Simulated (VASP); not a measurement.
# PbS (P-6m2) in VASP: a series of runs

One crystal, PbS, is run at these levels: PBE; tasks: single point.

All numbers are computed with VASP 6.6.1; they aren't measurements. Logs are shortened: lines on timing, memory, paths and dates and some standing lists are left out, and cuts for length are marked.

## (1) The structure

It takes space group P-6m2 (No. 187, hexagonal). Conventional cell: a = 4.090 Å, b = 4.090 Å, c = 3.788 Å, α = 90.00°, β = 90.00°, γ = 120.00°. Pb (site symmetry -6m2) has 6 S at 3.03 Å as nearest neighbours. S (site symmetry -6m2) has 6 Pb at 3.03 Å as nearest neighbours.

Measurements of this composition are mostly on another form, of space group No. 225.

## (2) Single point, PBE

Input file INCAR:

```
SYSTEM = PbS
PREC = Accurate
ENCUT = 400
EDIFF = 1E-6
ISMEAR = 0
SIGMA = 0.05
LREAL = .FALSE.
LASPH = .TRUE.
NELM = 100
ALGO = Normal
ISIF = 2
LWAVE = .FALSE.
LCHARG = .FALSE.
GGA = PE
NBANDS = 12
ADDGRID = .FALSE.
```

Input file KPOINTS:

```
Automatic mesh
0
G
  6 6 5
  0 0 0
```

Input file POSCAR:

```
PbS
1.0
    4.0896976867      0.0000000000      0.0000000000
   -2.0448488433      3.5417820905      0.0000000000
    0.0000000000      0.0000000000      3.7881670000
Pb S
1 1
Direct
    0.0512430000     -0.0024510000     -0.0244300000
    0.6810560000      0.3414810000      0.4970830000
```

Potentials or basis: VASP PAW PBE potentials, release 64 (Pb, S).

Command:

```bash
> cat potpaw_PBE.64/Pb/POTCAR potpaw_PBE.64/S/POTCAR > POTCAR
> mpirun -np 1 vasp_std > vasp.out
```

OUTCAR:

```text
SYSTEM = PbS
   PREC = Accurate
   ENCUT = 400
   EDIFF = 1E-6
   ISMEAR = 0
   LREAL = .FALSE.
   LASPH = .TRUE.
   NELM = 100
   ISIF = 2
   GGA = PE

 Found     92 irreducible k-points:

 Following reciprocal coordinates:
            Coordinates               Weight
  0.000000  0.000000  0.000000      1.000000
  0.166667  0.000000  0.000000      2.000000
  0.000000  0.166667  0.000000      2.000000
 -0.166667  0.166667  0.000000      2.000000
  0.333333 -0.000000  0.000000      2.000000
  0.000000  0.333333  0.000000      2.000000
   k-points           NKPTS =     92   k-points in BZ     NKDIM =     92   number of bands    NBANDS=     12
   number of dos      NEDOS =    301   number of ions     NIONS =      2
   total plane-waves  NPLWV =  21952
   dimension x,y,z NGX =    28 NGY =   28 NGZ =   28
   dimension x,y,z NGXF=    56 NGYF=   56 NGZF=   56
   ions per type =               1   1
   NGX,Y,Z   is equivalent  to a cutoff of  11.38, 11.38, 12.29 a.u.
   NGXF,Y,Z  is equivalent  to a cutoff of  22.76, 22.76, 24.58 a.u.
 SYSTEM =  PbS
   PREC   = accura    normal or accurate (medium, high low for compatibility)
   ISTART =      0    job   : 0-new  1-cont  2-samecut
   ICHARG =      2    charge: 1-file 2-atom 10-const
   ISPIN  =      1    spin polarized calculation?
   LNONCOLLINEAR =      F non collinear calculations
   LSORBIT =      F    spin-orbit coupling
   LASPH  =      T    aspherical Exc in radial PAW
   ENCUT  =  400.0 eV  29.40 Ry    5.42 a.u.   6.67  6.67  6.18*2*pi/ulx,y,z
   NELM   =    100;   NELMIN=  2; NELMDL= -5     # of ELM steps
   EDIFF  = 0.1E-05   stopping-criterion for ELM
   LREAL  =      F    real-space projection
   EDIFFG = 0.1E-04   stopping-criterion for IOM
   NSW    =      0    number of steps for IOM
   IBRION =     -1    ionic relax: 0-MD 1-quasi-New 2-CG
   NFREE  =      0    steps in history (QN), initial steepest desc. (CG)
   ISIF   =      2    stress and relaxation
   ISYM   =      2    0-nonsym 1-usesym 2-fastsym
   POTIM  = 0.5000    time-step for ionic-motion
   TEBEG  =    0.0;   TEEND  =   0.0 temperature during run
   PSTRESS=    0.0 pullay stress
   NELECT =      10.0000    total number of electrons
   NUPDOWN=      -1.0000    fix difference up-down
   EMIN   =  10.00;   EMAX   =-10.00  energy-range for DOS
   EFERMI =   0.00;   METHOD = LEGACY
   ISMEAR =     0;   SIGMA  =   0.05  broadening in eV -4-tet -1-fermi 0-gaus
   EFERMI_NEDOS =   21; number of points for ismear=-14 and -15
   IALGO  =     38    algorithm
   IMIX   =      4    mixing-type and parameters
     AMIX     =   0.40;   BMIX     =  1.00
     AMIX_MAG =   1.60;   BMIX_MAG =  1.00
  volume/ion in A,a.u.               =      27.44       185.14
  Fermi-wavevector in a.u.,A,eV,Ry     =   0.928170  1.753987 11.721408  0.861499
  Thomas-Fermi vector in A             =   2.054318
   LORBIT       =      0    0 simple, 1 ext, 2 COOP (PROOUT), +10 PAW based schemes
   GGA     = PE    functional components
   LHFCALC =     F    Hartree Fock is set to
   AEXX    =    0.0000 exact exchange contribution
   IVDW    =     0    specifies the selected vdW correction
   LEPSILON=     F    determine dielectric tensor
   LRPA    =     F    only Hartree local field effects (RPA)
 non-spin polarized calculation
 Gauss-broadening in eV      SIGMA  =   0.05
  energy-cutoff  :      400.00
  volume of cell :       54.87
 maximum number of plane-waves:      1026
 NGX is ok and might be reduce to    28
   NGX = 13   NGY = 13   NGZ = 13

 number of electron      10.0000000 magnetization

 number of electron       9.9999998 magnetization

 Free energy of the ion-electron system (eV)
  ---------------------------------------------------
  ext. energy  EPLUGINS =         0.00000000
  ---------------------------------------------------
  free energy    TOTEN  =        -8.53579860 eV

  energy without entropy =       -8.53529882  energy(sigma->0) =       -8.53554871

 E-fermi :   4.0388     XC(G=0):  -9.3417

 val. band max:        4.0093760282   @ k =   0.3333   0.3333   0.0000
 cond. band min:       4.0837832212   @ k =   0.3333   0.3333   0.4000
 fundamental gap:      0.0744071930
 Fermi energy:         4.0388244184

 k-point     1 :       0.0000    0.0000    0.0000
  band No.  band energies     occupation
      1      -9.2860      2.00000
      2      -2.5347      2.00000
      3       1.7292      2.00000
      4       1.9336      2.00000
      5       2.4727      2.00000
      6       6.9397      0.00000
      7       7.8503      0.00000
      8       9.0615      0.00000
      9      10.5295      0.00000
     10      10.8989      0.00000
     11      14.3055      0.00000
     12      15.1616      0.00000

 k-point     2 :       0.1667    0.0000    0.0000
  band No.  band energies     occupation
      1      -9.0715      2.00000
      2      -3.0785      2.00000
      3       1.9363      2.00000
      4       1.9763      2.00000
      5       2.2918      2.00000
      6       6.5515      0.00000
      7       7.7421      0.00000
      8       9.3280      0.00000
      9       9.8739      0.00000
     10      12.3440      0.00000
     11      13.6843      0.00000
     12      14.7446      0.00000

 k-point     3 :       0.0000    0.1667    0.0000
  band No.  band energies     occupation
      1      -9.0785      2.00000
      2      -3.0323      2.00000
      3       1.8455      2.00000
      4       1.9407      2.00000
      5       2.3538      2.00000
      6       6.3615      0.00000
      7       7.9827      0.00000
      8       9.3411      0.00000
      9       9.9072      0.00000
     10      12.3655      0.00000
     11      13.7462      0.00000
     12      14.6610      0.00000

 k-point     4 :      -0.1667    0.1667    0.0000
  band No.  band energies     occupation
      1      -9.0961      2.00000
      2      -2.9026      2.00000
      3       1.6847      2.00000
      4       1.9081      2.00000
      5       2.3024      2.00000
      6       6.2236      0.00000
      7       8.2971      0.00000
      8       9.3473      0.00000
      9      10.0075      0.00000
     10      12.5667      0.00000
     11      13.9964      0.00000
     12      14.1542      0.00000

 k-point     5 :       0.3333   -0.0000    0.0000
  band No.  band energies     occupation
      1      -8.5314      2.00000
      2      -4.1851      2.00000
      3       1.5262      2.00000
      4       2.3763      2.00000
      5       2.5007      2.00000
      6       5.7929      0.00000
      7       8.2211      0.00000
      8       8.5911      0.00000
      9       9.8282      0.00000
     10      12.7439      0.00000
     11      14.6501      0.00000
     12      14.8824      0.00000

 k-point     6 :       0.0000    0.3333    0.0000
  band No.  band energies     occupation
      1      -8.5627      2.00000
      2      -4.0651      2.00000
      3       1.4693      2.00000
      4       2.2610      2.00000
      5       2.4419      2.00000
      6       5.7743      0.00000
      7       8.3400      0.00000
      8       8.6452      0.00000
      9       9.9451      0.00000
     10      12.8422      0.00000
     11      14.5789      0.00000
     12      14.8121      0.00000

 [... further k-points ...]

------------------------ aborting loop because EDIFF is reached ----------------------------------------

  FORCE on cell =-STRESS in cart. coord.  units (eV):
  Direction    XX          YY          ZZ          XY          YZ          ZX
  --------------------------------------------------------------------------------------
  -------------------------------------------------------------------------------------
  Total       -0.0532692      0.0121275      0.1285296      0.0378373      0.0049164     -0.1238440
  in kB       -1.5554093      0.3541117      3.7529384      1.1048124      0.1435535     -3.6161255
  external PRESSURE =       0.8505469 kB  Pullay stress =       0.0000000 kB

 VOLUME and BASIS-vectors are now :
 -----------------------------------------------------------------------------
  energy-cutoff  :      400.00
  volume of cell :       54.87
      direct lattice vectors                 reciprocal lattice vectors
     4.089697687  0.000000000  0.000000000     0.244516851  0.141171870  0.000000000
    -2.044848843  3.541782090  0.000000000     0.000000000  0.282343740  0.000000000
     0.000000000  0.000000000  3.788167000     0.000000000  0.000000000  0.263979914

 POSITION                                       TOTAL-FORCE (eV/Angst)
 -----------------------------------------------------------------------------------
     -1.83027      3.53310      3.69562        -0.311782      0.060579     -0.055628
      2.08704      1.20945      1.88303         0.311782     -0.060579      0.055628
 -----------------------------------------------------------------------------------
    total drift:                               -0.000008      0.000085     -0.000048

  FREE ENERGIE OF THE ION-ELECTRON SYSTEM (eV)
  ---------------------------------------------------
  free  energy   TOTEN  =        -8.5357986046 eV

  energy  without entropy=       -8.5352988175  energy(sigma->0) =       -8.53554871
```

Wall time 22 s (1 thread of Intel Xeon 6975P-C (Granite Rapids), shared host); peak memory 0.19 GiB.

The run converged, but some of its settings lie outside the range that counts as converged, so its numbers aren't taken as properties of the crystal.

Results:

```yaml
Free_energy: -8.5358 eV
Pressure: 0.1 GPa
Largest_force: 0.322 eV/Å
Band_gap_on_the_k_mesh: 0.07 eV, indirect (least direct gap 1.75 eV)
```

Caveat: spin-orbit coupling is left out, which as a rule narrows the gap of such compounds by several tenths of an eV; an odd mesh through Γ misses points on the zone boundary, where band edges often lie.

## (3) Single point, PBE

INCAR: that of step 2 with these lines changed.

```diff
@@ -2,3 +2,3 @@
 PREC = Accurate
-ENCUT = 400
+ENCUT = 600
 EDIFF = 1E-6
```

Input file KPOINTS:

```
Automatic mesh
0
G
  5 5 4
  0 0 0
```

Input file POSCAR:

```
PbS
1.0
    4.0896976867      0.0000000000      0.0000000000
   -2.0448488433      3.5417820905      0.0000000000
    0.0000000000      0.0000000000      3.7881670000
Pb S
1 1
Direct
    0.0000000000      0.0000000000      0.0000000000
    0.6666666667      0.3333333333      0.5000000000
```

Potentials or basis: VASP PAW PBE potentials, release 64 (Pb, S).

Command:

```bash
> cat potpaw_PBE.64/Pb/POTCAR potpaw_PBE.64/S/POTCAR > POTCAR
> mpirun -np 1 vasp_std > vasp.out
```

Run time: 11 s. Hardware: 1 thread of Intel Xeon 6975P-C (Granite Rapids), shared host; peak memory 0.19 GiB.

These settings aren't checked as converged: the numbers below hold their error.

Results:

```
Free energy            : -8.5580 eV
Pressure               : -0.4 GPa
Band gap on the k mesh : 0.14 eV, indirect (least direct gap 0.87 eV)
```

Caveat: spin-orbit coupling is left out, which as a rule narrows the gap of such compounds by several tenths of an eV; an odd mesh through Γ misses points on the zone boundary, where band edges often lie.

## (4) For comparison

An earlier run on the cell as given: functional PBE; potentials or basis VASP PAW PBE potentials, release 64 (Pb_d, S); cutoff 520 eV; k mesh 8 × 8 × 7; occupations fermi-dirac, width 0.05 eV; no spin polarisation.

- Pressure: 0.0 GPa
- Band gap on the k mesh: 0.21 eV, indirect (least direct gap 1.65 eV)
